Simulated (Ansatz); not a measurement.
# Ge: the cost of one run

Program: Ansatz 0.2.0. Level of theory: DFT PBE, scalar-relativistic, plane waves, PAW. These are calculated values, not measurements.

**1. The structure to begin with**

Symmetry: Cmce, No. 64, orthorhombic system. The conventional cell has a = 4.841 Å, b = 8.205 Å, c = 4.848 Å, α = 90.00°, β = 90.00°, γ = 90.00°. Ge (site symmetry m) has 7 Ge at 2.62 to 3.00 Å as nearest neighbours.

Coordinates:

```cif
data_structure
_symmetry_space_group_name_H-M 'Cmce'
_symmetry_Int_Tables_number 64
_cell_length_a 4.8411
_cell_length_b 8.2048
_cell_length_c 4.8475
_cell_angle_alpha 90.000
_cell_angle_beta 90.000
_cell_angle_gamma 90.000
_cell_volume 192.54
loop_
_atom_site_label
_atom_site_type_symbol
_atom_site_symmetry_multiplicity
_atom_site_Wyckoff_symbol
_atom_site_fract_x
_atom_site_fract_y
_atom_site_fract_z
_atom_site_occupancy
Ge1 Ge 8 f 0.50000 0.34750 0.07850 1
```

This is candidate A: alpha-gallium type (Cmce, No. 64).

(A quick probe on a coarse mesh, which set the mesh and smearing, is not shown.)

**3. Rough relaxation on the coarse mesh (candidate A)**

File input.yaml:

```yaml
crystal:
  lattice:
    - [2.4205483, -4.1023804828, 0.0]
    - [2.4205483, 4.1023804828, 0.0]
    - [0.0, 0.0, 4.8475360838]
  atoms:
    - { symbol: Ge, position: [0.1525, 0.8475, 0.0785] }
    - { symbol: Ge, position: [0.6525, 0.3475, 0.4215] }
    - { symbol: Ge, position: [0.8475, 0.1525, 0.9215] }
    - { symbol: Ge, position: [0.3475, 0.6525, 0.5785] }
basis:
  ecutwfc: 420
kpoints:
  mp_grid: { grid: [4, 4, 4] }
hamiltonian:
  xc: pbe
scf:
  occupations: { method: gaussian, width: 0.1 }
  lower_state_search: "off"
output:
  forces: true
  stress: true
  eigenvalues: true
relax:
  adjacent_minimum: "off"
  f_tol: 0.04
  max_steps: 70
  cell: { stress_tol: 0.4 }
```

**Question.** How long does this run take on 1 thread of an Arm CPU, shared host, and how much memory does it need?

About 17 s, with a peak of 0.36 GiB.
